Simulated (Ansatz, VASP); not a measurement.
# Ti in VASP and in Ansatz

```
CELL_PARAMETERS angstrom
0.00000 1.99955 2.03000
2.06045 0.00000 2.03000
2.06045 1.99955 0.00000
ATOMIC_POSITIONS crystal
Ti 0.00000 0.00000 0.00000
```

Change from the starting cell: strain +0.0150 x Voigt [1, -1, 0, 0, 0, 0], atoms carried along.

Alike in both runs: task single point; functional PBEsol; k mesh 20 × 20 × 20; occupations gaussian, width 0.15 eV; no spin polarisation.

```csv
,VASP,Ansatz
version,VASP 6.6.1,Ansatz 0.2.0
potentials or method,"VASP PAW PBE potentials, release 64 (Ti_sv)","scalar-relativistic, plane waves, PAW"
plane-wave cutoff (eV),520,420
valence electrons in the cell,12,12
```

|  | VASP | Ansatz | Ansatz less VASP |
| --- | --- | --- | --- |
| gap on the k mesh at the Fermi level (eV) | none | none | - |
| pressure (GPa) | -0.5 | -0.3 | +0.29 |
| largest component of the traceless stress (GPa) | 0.53 | 0.53 | -0.006 |

A gap of «none» marks a metal or a gap that the smearing closes.

Caveats: the PAW data sets were made with another functional, which shifts forces and pressure a little (VASP).
